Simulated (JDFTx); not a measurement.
A run of JDFTx 1.7.0 (patched build) is set up as follows.

File Ti.in:

```
lattice \
    0.0000000000     3.8361440330     3.8361440330 \
    3.8361440330     0.0000000000     3.8361440330 \
    3.8361440330     3.8361440330     0.0000000000
coords-type Lattice
ion Ti     0.0000000000     0.0000000000     0.0000000000 1

ion-species pseudo/Ti.upf
elec-cutoff 40
elec-ex-corr mgga-x-scan mgga-c-scan
kpoint-folding 6 6 6
elec-smearing Fermi 0.0018374661
elec-n-bands 11
electronic-SCF nIterations 100 energyDiffThreshold 1e-09
electronic-minimize nIterations 30 energyDiffThreshold 1e-7
forces-output-coords Cartesian
lattice-minimize nIterations 40 energyDiffThreshold 1e-6

dump-name run.$VAR
dump End Ecomponents EigStats BandEigs Kpoints Forces Stress
```

Potentials or basis: SG15-PBE-1.2 with smoothed tails.

Command:

```console
$ jdftx -c 1 -i Ti.in -o Ti.out
```

**Question.** What does it give for the space group after relaxing (to 0.05 Å)?

**Answer.** Fm-3m (No. 225).

**Question.** Predict the band gap on the k mesh.

**Answer.** None (metal or under the smearing width).

The path:
```tsv
step	energy change (eV)	largest force (eV/Å)	pressure (GPa)	volume (Å³)
1	0.0000	0.0000	5.29	16.73
2	-0.0039	0.0000	4.18	16.86
3	-0.0105	0.0000	0.17	17.36
4	-0.0105	0.0000	0.02	17.38
5	-0.0105	0.0000	0.00	17.38
```

Caveat: the k mesh is coarse (spacing up to 0.45 Å⁻¹), so the values aren't converged; meta-GGA forces are noisy on this grid; the potentials were made for another functional, which shifts forces and pressure. Zero-point motion and thermal expansion aren't in these numbers.
